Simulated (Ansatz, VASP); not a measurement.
## Two plane-wave programs on Ni3Ge

```
Ni Ge
1.0
     3.53033    0.00000    0.00000
     0.00000    3.53033    0.00000
     0.00000    0.00000    3.53033
Ni Ge
3 1
Direct
  0.50000 0.00000 0.50000
  0.00000 0.50000 0.50000
  0.50000 0.50000 0.00000
  0.00000 0.00000 0.00000
```

Alike in both runs: task single point; functional PBEsol; k mesh 10 × 10 × 10; occupations gaussian, width 0.1 eV; no spin polarisation.

|  | VASP | Ansatz |
| --- | --- | --- |
| version | VASP 6.6.1 | Ansatz 0.2.0 |
| potentials or method | VASP PAW PBE potentials, release 64 (Ni, Ge_d) | scalar-relativistic, plane waves, PAW |
| plane-wave cutoff (eV) | 520 | 420 |
| valence electrons in the cell | 44 | 68 |

```csv
,VASP,Ansatz,Ansatz less VASP
gap on the k mesh at the Fermi level (eV),none,none,-
pressure (GPa),-0.6,-1.0,-0.36
```

A gap of «none» marks a metal or a gap that the smearing closes. With one functional, cell and mesh, what is left measures potentials, basis and numerics. The two sets of potentials don't hold the same shells in valence.

Caveats: the PAW data sets were made with another functional, which shifts forces and pressure a little (VASP). Spin polarisation is off, so any magnetic state and its effect on volume and gap are missing.
